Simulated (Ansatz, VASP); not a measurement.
One calculation of Sr, two programs

```xyz
1
Lattice="-2.0924 2.0924 2.9600 2.0924 -2.0924 2.9600 2.0924 2.0924 -2.9600" Properties=species:S:1:pos:R:3 pbc="T T T"
Sr    0.0000    0.0000    0.0000
```

Alike in both runs: functional PBEsol; k mesh 18 × 18 × 18; occupations gaussian, width 0.1 eV; no spin polarisation.

Ansatz relaxed the structure, and its values are those at the end. VASP's run is a single point on that final structure, the one shown.

|  | VASP | Ansatz |
| --- | --- | --- |
| version | VASP 6.6.1 | Ansatz 0.2.0 |
| potentials or method | VASP PAW PBE potentials, release 64 (Sr_sv) | scalar-relativistic, plane waves, PAW |
| plane-wave cutoff (eV) | 520 | 420 |
| valence electrons in the cell | 10 | 10 |

```tsv
	VASP	Ansatz	Ansatz less VASP
gap on the k mesh at the Fermi level (eV)	none	none	-
pressure (GPa)	0.0	0.0	-0.01
```

A gap of «none» marks a metal or a gap that the smearing closes. The functional is the same, so the differences come from potentials, cutoffs and numerics.

Caveats: the PAW data sets were made with another functional, which shifts forces and pressure a little (VASP).
